Notebook page: vibrations of rutile SnO₂ at the zone centre

Harmonic phonon frequencies of rutile SnO₂ at the zone centre (q row 1), computed with GPAW 26.7.0 using r2SCAN and PAW data sets (gpaw-data 1.2.1). Atoms were displaced by 0.03 Å in the 6-atom cell, relaxed beforehand at an 800 eV cutoff. The phonon run used a 680 eV plane-wave cutoff, a 4×4×5 k mesh and Fermi–Dirac smearing of 0.05 eV.

```
row  phonon q row (row)  phonon frequency (cm⁻¹)
  1                   1                      0.0
  2                   1                      0.0
  3                   1                      0.0
  4                   1                    113.4
  5                   1                    150.2
  6                   1                    240.4
  7                   1                    240.4
  8                   1                    283.5
  9                   1                    283.5
 10                   1                    372.8
 11                   1                    454.7
 12                   1                    459.9
 13                   1                    459.9
 14                   1                    560.0
 15                   1                    594.3
 16                   1                    594.3
 17                   1                    620.5
 18                   1                    762.2
```

The phonon frequency is in cm⁻¹, and phonon q row 1 is the zone centre, where every cell moves in the same way. The row numbers serve as names of the modes. No displacement patterns are printed, so I assign them from the symmetry of rutile and the usual order of its modes. This is least secure for rows 5, 10 and 14, which neither Raman nor infrared spectra show directly.

### 1. Why eighteen frequencies, and why do some come in pairs?

Six atoms with three directions each give eighteen independent motions. Three of them shift the whole crystal and cost no energy, hence the zeros. Of the other fifteen, four pairs are equal because the fourfold screw axis turns one member into its partner. Seven modes stand alone.

### 2. In which rows does tin stand still?

CO₂ gives the idea. In its symmetric stretch the carbon atom rests, so the mass of carbon has no influence on that frequency. The reason is symmetry: inversion through an atom reverses that atom's displacement, and a pattern that inversion leaves unchanged can only have zero displacement there.

Each Sn in rutile also sits on an inversion centre. It therefore rests in all modes that are even under inversion: rows 4, 10, 12, 13, 17 and 18. The analogy ends at the forces, because an oxygen atom in CO₂ has one bonded neighbour and in SnO₂ it has three.

### 3. Why does the lowest vibration belong to the light atom?

Row 4 moves only oxygen, and so does row 18, the highest. With equal moving mass, stiffness goes as the square of the frequency, so row 18 is (762.2/113.4)² ≈ 45 times as stiff. Mass has no part in this contrast.

The direction of motion is the first part of the answer, and question 4 adds the second. Each oxygen lies in one plane with its three Sn neighbours. In row 4 it moves at right angles to that plane, which to first order changes no Sn–O length. Octahedra that share a corner turn against each other like cogwheels, and their strong bonds hardly notice.

### 4. Row 10 also moves oxygen out of that plane. Why is it so much higher?

What differs is how neighbouring oxygen atoms move relative to each other. Take one at (x, x, 0) and a neighbour at (½ + x, ½ − x, ½), in units of the cell edges. Within the basal plane their separation has components of ½ and 2x − ½. The relative displacement has the same size in both modes, but it points along the long component in row 10 and along the short one in row 4.

For a spring between the two atoms, the stretch is proportional to the component along which they are displaced. At equal mass the frequency follows the stretch. With the relaxed x = 0.3059 the short component is 2 × 0.3059 − 0.5 = 0.1118, and the expected ratio is 0.5/0.1118 ≈ 4.5.

The computed ratio is 372.8/113.4 ≈ 3.3. Geometry without any fitted constant thus gives the right order and an exaggerated contrast. A stiffness common to both modes would bring the ratio down. Resistance of the oxygen site to being bent out of its plane could supply one, but the table cannot show that this is the cause.

### 5. Does the same argument put row 18 above row 17?

For the order, yes. In both rows oxygen moves along one of its Sn–O bonds and also changes the length of the other two, so both lie high. In row 17, two oxygen atoms move away from a given Sn while the other four approach it, and the O–O contacts between the two groups change little. In row 18 all six move out around one Sn and in around the next, which changes these contacts strongly.

I fitted one spring constant for Sn–O and one for O–O contacts to the oxygen-only rows; the printed analysis follows this page. Sn–O springs alone would make rows 17 and 18 equal and rows 4 and 10 zero. With both springs the order of the oxygen-only rows is right, and their worst miss relative to the computed frequency is 18 per cent, in row 4. In cm⁻¹ the largest miss is 60, in rows 12 and 13. Rows 5, 11 and 14, which were not fitted, come out within 10 per cent, though the model puts row 14 above row 17.

One test shows the limit of the model. The same O–O contacts separate row 18 from row 17 and row 10 from row 4, so the squared frequencies should differ equally in both pairs. In the table the difference is about 1.6 times as large in the upper pair. The springs thus explain the order better than the sizes. Forces that resist a change of bond angle could do much of the work assigned here to the O–O springs.

### 6. What would a heavier metal atom change?

Suppose Sn had the mass of Pb and all forces stayed the same. The six oxygen-only rows would not move at all. In the spring model row 5 would fall by about 23 per cent and row 14 by only 2 per cent. Both move metal and oxygen along c, but the metal carries most of row 5 and oxygen most of row 14. Real PbO₂ has other forces too, so this estimate isolates the effect of mass.

### 7. Which rows depend on the treatment of the electric field?

Rows 6 to 9, 11, 15 and 16 shift Sn and O against each other so that the cell gains a dipole. In a long wave whose dipoles point along its direction of travel, these dipoles build up a field that adds to the restoring force. This calculation leaves that field out, so these rows are transverse frequencies and the longitudinal ones lie higher.

The difference matters for SnO₂ as a transparent contact. Besides charged defects, the field of the longitudinal waves scatters its conduction electrons, so the transverse values should not take their place in an estimate of mobility.

### 8. Which digits can be trusted?

The exact agreement within pairs comes from symmetry and says nothing about accuracy. Rows 11 and 12 differ by only 5 cm⁻¹. With convergence in k mesh, cutoff and displacement untested, I would not rely on their order.

Soft modes deserve the most caution. Frequency goes as the square root of stiffness, so the same small error in stiffness shifts row 4 nearly seven times as far as row 18. Raman spectra put these two modes at roughly 120 and 780 cm⁻¹ (recalled values). The computed ones are lower by a few per cent. The measured values also contain effects of temperature and anharmonic motion, which a static harmonic calculation omits, so these differences are not a pure test of the functional.

Printed output of the fit:

```
Spring models in 1/cm (fit on rows 4 10 12 13 17 18, prediction on rows 5 11 14, other rows not worked out and set to 0):
  row  computed  Sn-O springs only  Sn-O and O-O springs  miss of two springs
    1         0                  0                     0                    0
    2         0                  0                     0                    0
    3         0                  0                     0                    0
    4     113.4                  0                 92.76               -20.64
    5     150.2                  0                 145.9               -4.291
    6     240.4                  0                     0                    0
    7     240.4                  0                     0                    0
    8     283.5                  0                     0                    0
    9     283.5                  0                     0                    0
   10     372.8                  0                 414.8                42.03
   11     454.7                  0                 494.3                39.63
   12     459.9              536.7                   520                60.14
   13     459.9              536.7                   520                60.14
   14       560                  0                 615.5                55.47
   15     594.3                  0                     0                    0
   16     594.3                  0                     0                    0
   17     620.5              657.2                 601.6               -18.89
   18     762.2              657.2                 724.9               -37.35
degenerate pairs among the optical modes: 4
frequency ratio of row 18 to row 4: 6.721
stiffness ratio of row 18 to row 4 at equal moving mass: 45.18
frequency ratio of row 10 to row 4: 3.287
the same ratio from O-O springs and geometry alone: 4.472
row 18 less row 17 in 1/cm: 141.7
difference of squares rows 18 and 17 over that of rows 10 and 4 (two springs give 1): 1.554
root mean square Eu frequency from the two springs in 1/cm: 427
root mean square Eu frequency computed in 1/cm: 404.7
change of oxygen-only modes for oxygen mass 18 instead of 16 in percent: -5.719
change of model row 5 for the mass of Pb instead of Sn at fixed springs in percent: -22.8
change of model row 14 for the mass of Pb instead of Sn at fixed springs in percent: -1.786
row 12 less row 11 in 1/cm: 5.2
row 4 below the rough recalled Raman value 120 in percent: 5.5
row 18 below the rough recalled Raman value 780 in percent: 2.282
```
